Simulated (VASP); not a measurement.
Here is a VASP 6.6.1 calculation.

Contents of INCAR:

```
SYSTEM = V
ALGO = Fast ; EDIFF = 1E-7
EDIFFG = -0.01 ; ENCUT = 600
GGA = RP ; IBRION = 2
ISIF = 3 ; ISMEAR = -1
ISPIN = 2 ; IVDW = 13
LASPH = .TRUE. ; LCHARG = .FALSE.
LMAXMIX = 4 ; LORBIT = 11
LREAL = .FALSE. ; LWAVE = .FALSE.
MAGMOM = 2 ; NELM = 150
NSW = 40 ; PREC = Accurate
SIGMA = 0.05
```

File KPOINTS:

```
k-points
0
G
  12 12 12
  0 0 0
```

File POSCAR:

```
V
1.0
   -1.5143500000      1.5143500000      1.5143500000
    1.5143500000     -1.5143500000      1.5143500000
    1.5143500000      1.5143500000     -1.5143500000
V
1
Direct
    0.0000000000      0.0000000000      0.0000000000
```

Potentials or basis: VASP PAW PBE potentials, release 64 (V_sv).

Command:

```sh
$ cat potpaw_PBE.64/V_sv/POTCAR > POTCAR
$ mpirun -np 1 vasp_std > vasp.out
```

Q: Predict the band gap on the k mesh.

A: None (metal or under the smearing width).

Q: Predict the space group after relaxing (to 0.05 Å).

A: Im-3m (No. 229).

Q: Estimate the net moment.

A: 0.00 μB per cell.

Step by step:
```
step  energy change (eV)  largest force (eV/Å)  pressure (GPa)  volume (Å³)
   1              0.0000                0.0000           -7.66        13.89
   2              0.0053                0.0000           10.25        12.60
   3             -0.0154                0.0000           -0.08        13.28
```

Caveat: the PAW data sets were made with another functional, which shifts forces and pressure a little; pairwise dispersion overbinds metals, which lowers pressure and volume.
